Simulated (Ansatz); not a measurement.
Given:

Starting cell, MgF2 (rutile):

```
MgF2
1.0
    4.69838     0.00000     0.00000
    0.00000     4.69838     0.00000
    0.00000     0.00000     6.18567
Mg F
4 8
Direct
  0.00000   0.00000   0.00000
  0.00000   0.00000   0.50000
  0.50000   0.50000   0.25000
  0.50000   0.50000   0.75000
  0.30358   0.30358   0.00000
  0.30358   0.30358   0.50000
  0.80358   0.19642   0.25000
  0.80358   0.19642   0.75000
  0.19642   0.80358   0.25000
  0.19642   0.80358   0.75000
  0.69642   0.69642   0.00000
  0.69642   0.69642   0.50000
```

A phonon eigenvector at Z = (0.0, 0.0, 0.5) is frozen into this cell: atom i moves by Q times the vector below, so Q is the largest atomic displacement, in Å. The cell is held. It is one choice among 2 degenerate patterns. (q is in reciprocal vectors of the primitive cell; the cell shown is doubled to hold the pattern.)

| atom | x | y | z |
|---|---|---|---|
| Mg1 | 0.011 | -0.011 | 0.000 |
| Mg2 | -0.011 | 0.011 | 0.000 |
| Mg3 | -0.707 | -0.707 | 0.000 |
| Mg4 | 0.707 | 0.707 | 0.000 |
| F5 | 0.006 | -0.006 | -0.419 |
| F6 | -0.006 | 0.006 | 0.419 |
| F7 | -0.356 | -0.356 | -0.007 |
| F8 | 0.356 | 0.356 | 0.007 |
| F9 | -0.356 | -0.356 | 0.007 |
| F10 | 0.356 | 0.356 | -0.007 |
| F11 | 0.006 | -0.006 | 0.419 |
| F12 | -0.006 | 0.006 | -0.419 |

The numbers are results of PBE (plane waves to 420 eV, PAW, scalar-relativistic; Ansatz, a quantum-chemistry and plane-wave program), not measurements. k mesh 7×7×6 (Γ-centred), Fermi-Dirac smearing 0.05 eV. The energy includes the smearing's −TS. MgF2 was relaxed with its symmetry unable to fall. ΔE is measured from the undisplaced structure.

The scan covers Q from -0.100 to 0.100 Å in 13 points.

What is the energy change at Q = 0.100 Å?

71.5 meV/cell.

What harmonic wavenumber does the curvature at Q = 0 give?

219 cm⁻¹.

(A displaced cell: forces are minus the slopes of the energy, force constants its curvatures, and phonons follow from these.)
